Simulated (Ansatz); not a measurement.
KNbO₃ (P4mm): elastic constants by finite strains

Level of theory: r²SCAN, PAW on Ansatz 0.2.0's default frozen-core files (fitted under PBE), scalar-relativistic.

Cell and atoms were relaxed beforehand by PAW with this functional.

Command line:

```sh
ansatz run input.yaml --threads 2 --pin off --max-ram 6144MiB --backend cpu --events-out ev --progress --plain --runs-dir out
```

input.yaml:

```yaml
crystal:
  lattice:
    - [3.97531627759, 0.0, 0.0]
    - [0.0, 3.97531627759, 0.0]
    - [0.0, 0.0, 4.10757632826]
  atoms:
    - { symbol: K, position: [0.0, 0.0, 0.014333218613] }
    - { symbol: Nb, position: [0.5, 0.5, 0.49721575741] }
    - { symbol: O, position: [0.5, 0.5, 0.048008123148] }
    - { symbol: O, position: [0.5, 0.0, 0.541221450414] }
    - { symbol: O, position: [0.0, 0.5, 0.541221450414] }
kpoints:
  mp_grid: { grid: [6, 6, 6] }
scf:
  occupations: { method: fixed }
hamiltonian:
  xc: r2scan
  pseudopotentials: { kind: paw }
elastic:
  mode: relaxed_ion
  stencil: two_point
  amplitude: 0.005
```

Output:

```
Warning: RAYON_NUM_THREADS=2 ignored (pool sized by the plan → 2); use --threads N
Engine: ansatz 0.2.0, aarch64-unknown-linux-gnu
Pseudopotentials: kind: paw
Pseudopotential: K, paw, valence charge 9, recommended cutoff 500 eV (meta_gga), K.paw.azcp
Pseudopotential: Nb, paw, valence charge 13, recommended cutoff 500 eV (meta_gga), Nb.paw.azcp
Pseudopotential: O, paw, valence charge 6, recommended cutoff 500 eV (meta_gga), O.paw.azcp
Functional definition: r2SCAN
  parameter k0 = 0.174
  parameter k1 = 0.065
  parameter a1 = 4.9479
  exchange = r2scan_x(k0 = k0, k1 = k1, a1 = a1)
  correlation = r2scan_c
Crystal: 5 atoms, lattice volume = 64.913 Å³
Basis set: ecut = 500 eV, 1655 PW (Γ), exchange–correlation on 120×120×128 points (64 copies of the dense FFT grid, shifted against one another)
Bands: 25, of which v1, the nominal top of the filled ones, is band 20 counted from 1 (19 counted from 0)
Symmetry: 8 space group operations
Space group: P4mm (ITA 99), of the structure as read, at distance tolerance 4.0e-5 Å
k-points: 40 of 216 (time reversal used)
Non-local potential: K, projectors of the file, l = 0: 3, l = 1: 2, l = 2: 2
Non-local potential: Nb, projectors of the file, l = 0: 3, l = 1: 2, l = 2: 2, l = 3: 1
Non-local potential: O, projectors of the file, l = 0: 2, l = 1: 2, l = 2: 1
PAW form: soft (Blöchl's): semilocal exchange-correlation on the pseudo side does not see the compensation charge
PAW frozen core: K, regenerated for the run's functional (the file was generated under x = pbe(κ = 0.804, μ = 0.2195149727645171), c = pbe(β = 0.06672455060314922))
PAW frozen core: Nb, regenerated for the run's functional (the file was generated under x = pbe(κ = 0.804, μ = 0.2195149727645171), c = pbe(β = 0.06672455060314922))
PAW frozen core: O, regenerated for the run's functional (the file was generated under x = pbe(κ = 0.804, μ = 0.2195149727645171), c = pbe(β = 0.06672455060314922))
PAW one-centre angular grid: K, 302 points (default); XC on 160 Gauss nodes
PAW one-centre angular grid: Nb, 590 points (default); XC on 160 Gauss nodes
PAW one-centre angular grid: O, 302 points (default); XC on 160 Gauss nodes
Initial density: superposition of atomic densities (neutral atoms: chi_scale 0, normalization atom), corrected by the library's trained network
Initial wavefunctions: pseudopotential atomic-orbital guess
Functional: x = r2scan, c = r2scan; τ floored in thin density (d = 2e-4 eV/Å³)
SCF iter   1: F=—  HF=-7817.919325 eV  |F-HF|=—  |Δ(HF+E_count)|=         —  Δρ=1.53e-2  dr2=2.16e-1  dr2_τ=2.73e-1  ethr=1.77e-3  ⟨swp⟩=4.9  Hψ=3900  notcnv=0  defer=97
preconditioner: auto → Resta (q_TF=auto, 2.517 Å⁻¹)  ε∞=4.5  [insulator: Δε(μ)=2.394 eV  Ē_g=13.450 eV  n_scr=18 (ndim 8)  ℏωp=25.2 eV  f_vac=0.016  ε∞_Penn≈4.5]
SCF iter   2: F=—  HF=-7817.937432 eV  |F-HF|=—  |Δ(HF+E_count)|=   1.81e-2  Δρ=7.30e-3  dr2=1.24e-2  dr2_τ=1.31e-2  ethr=5.40e-4  ⟨swp⟩=2.1  Hψ=1943  notcnv=0  defer=97
SCF iter   3: F=—  HF=-7817.936216 eV  |F-HF|=—  |Δ(HF+E_count)|=   1.22e-3  Δρ=2.88e-3  dr2=3.03e-3  dr2_τ=2.98e-4  ethr=3.10e-5  ⟨swp⟩=2.0  Hψ=1639  notcnv=0  defer=116
[... 133 lines left out ...]
  E_vtau       = 46.169344  (kinetic-family band-sum trace: ∫τ·v_τ [+ j·A + Jᵃ·Aᵃ] dr)
  E_ewald      = -2792.236811
  E_core_change = -0.484439  (= ΣΔE_core)
  E_smearing   = -0.000000  (= −TS)
  E_closure    = -0.000000  (closes the sum)
  Σ components = -7817.935908   (vs F -7817.935908, Δ=0.00e0)
--- Forces (eV/Å), atoms counted from 1 ---
  atom   1  K     -0.00000000     0.00000000     0.00002386
  atom   2  Nb    -0.00000000     0.00000000     0.00002344
  atom   3  O     -0.00000000     0.00000000     0.00002724
  atom   4  O      0.00000000     0.00000000     0.00002079
  atom   5  O      0.00000000     0.00000000     0.00002079
  max |Σ_I F_I| component: 1.16e-4 eV/Å
--- Stress (GPa, compression-positive) ---
       -0.005543       0.000000      -0.000000
        0.000000      -0.005543       0.000000
       -0.000000       0.000000       0.000857
  P = ⅓ Tr σ = -0.0034 GPa (-0.034 kbar)
--- Elastic constants: 4 strain directions × 2 members + reference (group order 8) ---
  dense FFT box of the reference and of every strained cell: 30×30×32
  strains applied: 11, 33, 23, 12; error gains: componentwise 1.00 (the most a stress slope's error grows in a printed constant), spectral 1.41 (1 for all six strains in a standard setting)
  reference relaxed by the batch: 5 steps; max|allowed force component| 5.67e-4 eV/Å at the deck's positions, 4.06e-6 at the last accepted step, 3.92e-6 by the solve of record
  largest displacement 8.4e-5 Å; the constants are those of the deck's cell at these positions:
  atoms:
    - { symbol: K, position: [2.664596714944018e-35, 0.0, 0.014353745051723422] }
    - { symbol: Nb, position: [0.49999999999999994, 0.49999999999999994, 0.49721048472178414] }
    - { symbol: O, position: [0.49999999999999994, 0.49999999999999994, 0.0479975783230374] }
    - { symbol: O, position: [0.49999999999999994, 0.0, 0.5412190959512274] }
    - { symbol: O, position: [1.4534163899694643e-35, 0.49999999999999994, 0.5412190959512274] }
  C = ∂σ_k/∂η_j (tension-positive GPa; Voigt order 11 22 33 23 13 12):
       376.463     89.802     78.453      0.000      0.000      0.000
        89.802    376.463     78.453      0.000      0.000      0.000
        78.515     78.515    133.092      0.000      0.000      0.000
         0.000      0.000      0.000     31.544      0.000     -0.000
        -0.000     -0.000      0.000      0.000     31.544      0.000
         0.000      0.000      0.000      0.000      0.000     99.448
  reference stress σ⁰ (GPa):      0.006      0.006     -0.001     -0.000      0.000     -0.000
  C* (energy form; C + prestress term) asymmetry max|C*_kj − C*_jk| = 5.530e-2 GPa — a small one proves nothing (zero by symmetry where the batch's group is 432, −43m or m−3m); a large one is finite-difference/SCF noise where ...
  moduli (Voigt/Reuss/Hill, GPa): K = 153.28/118.84/136.06   G = 75.12/50.54/62.83   E = 163.35   ν = 0.300
  mechanically stable: yes (min eigenvalue of sym C = 31.54 GPa)
  the stresses are not corrected for the forces that the relaxations left standing (`elastic.f_tol`)
  strain η (Voigt 11):  stress-route row diagonal C_11 = 376.46 GPa, energy-path curvature d²(F+E_count+ΔE)/dδ²/Ω₀ = 376.60 GPa
         δ    σ_11 (GPa)             F (eV)   n_scf  n_hpsi   n_pw
    -5.000e-3      -1.9085       -7817.9339875       2   12682   1660   relax 6 steps, max|allowed force component| 2.46e-5 eV/Å
     5.000e-3       1.8561       -7817.9340212       2   12730   1676   relax 6 steps, max|allowed force component| 2.27e-6 eV/Å
  strain η (Voigt 33):  stress-route row diagonal C_33 = 133.09 GPa, energy-path curvature d²(F+E_count+ΔE)/dδ²/Ω₀ = 132.89 GPa
         δ    σ_33 (GPa)             F (eV)   n_scf  n_hpsi   n_pw
    -5.000e-3      -0.7078       -7817.9352020       2    7857   1658   relax 4 steps, max|allowed force component| 3.63e-5 eV/Å
     5.000e-3       0.6232       -7817.9352615       2    7881   1674   relax 5 steps, max|allowed force component| 4.90e-6 eV/Å
  strain η (Voigt 23):  stress-route row diagonal C_44 = 31.54 GPa, energy-path curvature d²(F+E_count+ΔE)/dδ²/Ω₀ = -483.28 GPa
         δ    σ_23 (GPa)             F (eV)   n_scf  n_hpsi   n_pw
    -5.000e-3      -0.1577       -7817.9383572       2   15881   1670   relax 12 steps, max|allowed force component| 9.25e-6 eV/Å
     5.000e-3       0.1577       -7817.9383572       2   15795   1670   relax 11 steps, max|allowed force component| 3.20e-5 eV/Å
  strain η (Voigt 12):  stress-route row diagonal C_66 = 99.45 GPa, energy-path curvature d²(F+E_count+ΔE)/dδ²/Ω₀ = 99.42 GPa
         δ    σ_12 (GPa)             F (eV)   n_scf  n_hpsi   n_pw
    -5.000e-3      -0.4972       -7817.9354116       2   10295   1670   relax 3 steps, max|allowed force component| 1.26e-5 eV/Å
     5.000e-3       0.4972       -7817.9354116       2   10277   1670   relax 3 steps, max|allowed force component| 1.26e-5 eV/Å
```

The run converged.

Elastic moduli:

Elastic constants of a crystal by Kohn-Sham DFT: slopes of the stress over finite engineering strains of the given cell, Voigt indices, Cartesian axes as in the input; Hill averages of a grain aggregate, Debye temperature from the mean sound speed over directions.

```json
{
 "Bulk modulus": "136.1 GPa",
 "Shear modulus": "62.83 GPa",
 "Young modulus": "163.4 GPa",
 "Poisson ratio": "0.2999",
 "Bulk over shear modulus": "2.165",
 "Elastic anisotropy index": "2.722",
 "Least young modulus": "91.4 GPa",
 "Largest young modulus": "324.4 GPa",
 "Longitudinal sound speed": "6910 m/s",
 "Transverse sound speed": "3694 m/s",
 "Elastic debye temperature": "486.7 K",
 "Linear compressibility (x, y, z)": "1.098, 1.098, 6.219 1/TPa"
}
```

### Strained cells

Stress of each strained cell less that at rest, tension positive.

```csv
strain component,strain,stress xx (GPa),stress yy (GPa),stress zz (GPa),stress yz (GPa),stress xz (GPa),stress xy (GPa),relaxation steps
xx,-0.005,-1.914,-0.4566,-0.408,0,0,0,6
xx,0.005,1.851,0.4414,0.3771,0,0,0,6
zz,-0.005,-0.3999,-0.3999,-0.7069,0,0,0,4
zz,0.005,0.3846,0.3846,0.624,0,0,0,5
yz,-0.005,0.1773,-1.535,0.1823,-0.1577,0,0,12
yz,0.005,0.1774,-1.535,0.1824,0.1577,0,0,11
xy,-0.005,-0.0012,-0.0012,-0.0005,0,0,-0.4972,3
xy,0.005,-0.0012,-0.0012,-0.0005,0,0,0.4972,3
```

### Elastic constants

```
Pressure at rest         : -0.003 GPa
Least elastic eigenvalue : 31.54 GPa
Elastically stable       : yes
```

```csv
index,elastic (GPa)
11,376.5
12,89.8
13,78.48
33,133.1
44,31.54
66,99.45
```

Keep in mind: frozen-core PAW files fitted under PBE, their cores solved anew for the functional of the run; constants at zero field, no piezoelectric stiffening; ion relaxation far from harmonic.

Time and hardware: 12 min on 2 threads of Arm Neoverse V2, with other jobs on the host, peak memory 0.62 GiB.
